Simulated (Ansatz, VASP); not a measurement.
**One calculation of AlN, two programs**

The input INCAR:

```
SYSTEM = AlN
PREC = Accurate
ENCUT = 520
EDIFF = 1E-6
ISMEAR = -1
SIGMA = 0.05
LREAL = .False.
LASPH = .True.
NELM = 100
ALGO = Normal
ISIF = 2
LWAVE = .False.
LCHARG = .False.
GGA = PS
NBANDS = 11
```

The input KPOINTS:

```
Automatic mesh
0
Gamma
  11 11 11
  0 0 0
```

Contents of POSCAR:

```
AlN
1.0
    0.0000000000      2.0345180000      2.0345180000
    2.0345180000      0.0000000000      2.0345180000
    2.0345180000      2.0345180000      0.0000000000
Al N
1 1
Direct
    0.5000000000      0.5000000000      0.5000000000
    0.0000000000      0.0000000000      0.0000000000
```

Contents of input.yaml:

```yaml
crystal:
  lattice:
    - [0.0, 2.034518, 2.034518]
    - [2.034518, 0.0, 2.034518]
    - [2.034518, 2.034518, 0.0]
  atoms:
    - { symbol: Al, position: [0.5, 0.5, 0.5] }
    - { symbol: "N", position: [0.0, 0.0, 0.0] }
hamiltonian:
  xc: pbesol
  pseudopotentials: { kind: paw }
kpoints:
  mp_grid: { grid: [11, 11, 11] }
  band_path:
    path:
      - [[0.0, 0.0, 0.0], [0.5, 0.0, 0.5], [0.5, 0.25, 0.75], [0.375, 0.375, 0.75], [0.0, 0.0, 0.0], [0.5, 0.5, 0.5], [0.625, 0.25, 0.625], [0.5, 0.25, 0.75], [0.5, 0.5, 0.5], [0.375, 0.375, 0.75]]
      - [[0.625, 0.25, 0.625], [0.5, 0.0, 0.5]]
    npoints: 14
scf:
  occupations: { method: fermi_dirac, width: 0.05 }
  n_extra_bands: 6
output:
  forces: true
  stress: true
  eigenvalues: true
  fatbands: false
```

Measurements of this composition are mostly on another form, of space group No. 186.

Alike in both runs: functional PBEsol; k mesh 11 × 11 × 11; occupations fermi-dirac, width 0.05 eV; no spin polarisation.

|  | VASP | Ansatz |
| --- | --- | --- |
| version | VASP 6.6.1 | Ansatz 0.2.0 |
| potentials or method | VASP PAW PBE potentials, release 64 (Al, N) | Ansatz PAW |
| plane-wave cutoff (eV) | 520 | 420 |
| valence electrons in the cell | 8 | 8 |
| task | single point | band structure |

|  | VASP | Ansatz | Ansatz less VASP |
| --- | --- | --- | --- |
| gap on the k mesh at the Fermi level (eV) | 4.50 | 4.51 | +0.005 |
| least direct gap on the mesh (eV) | 5.40 | 5.38 | -0.019 |
| pressure (GPa) | -4.6 | -4.5 | +0.10 |

With one functional, cell and mesh, what is left measures potentials, basis and numerics.

Caveats: the PAW data sets were made with another functional, which shifts forces and pressure a little (VASP); an odd mesh through Γ misses points on the zone boundary, where band edges often lie (VASP); the k mesh misses the band edges, so the gap on the mesh is wider than the one along the path (Ansatz); the pressure holds a Pulay correction of +0.6 GPa for the finite cutoff (Ansatz); the PAW data sets come from PBE, with cores solved anew for the run's functional, which leaves a small shift of forces and pressure (Ansatz). As with any semilocal functional, this PBEsol gap is likely too small.
